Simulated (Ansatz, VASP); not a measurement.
**KF: VASP beside Ansatz**

```
K F
1.0
     0.00000    2.68238    2.68238
     2.68238    0.00000    2.68238
     2.68238    2.68238    0.00000
K F
1 1
Direct
  0.00000 0.00000 0.00000
  0.50000 0.50000 0.50000
```

Change from the starting cell: volume scaled by 1.01.

Alike in both runs: task single point; functional PBEsol; k mesh 9 × 9 × 9; occupations fermi-dirac, width 0.01 eV; no spin polarisation.

|  | VASP | Ansatz |
| --- | --- | --- |
| version | VASP 6.6.1 | Ansatz 0.2.0 |
| potentials or method | VASP PAW PBE potentials, release 64 (K_sv, F), cutoff 520 eV | all-electron LAPW, scalar-relativistic |

|  | VASP | Ansatz | Ansatz less VASP |
| --- | --- | --- | --- |
| gap on the k mesh at the Fermi level (eV) | 5.97 | 5.98 | +0.011 |
| pressure (GPa) | -1.0 | -1.0 | -0.03 |

Ansatz ran all-electron here, so the differences hold the error of VASP's frozen core and of both bases.

Caveats: the PAW data sets were made with another functional, which shifts forces and pressure a little (VASP); an odd mesh through Γ misses points on the zone boundary, where band edges often lie.
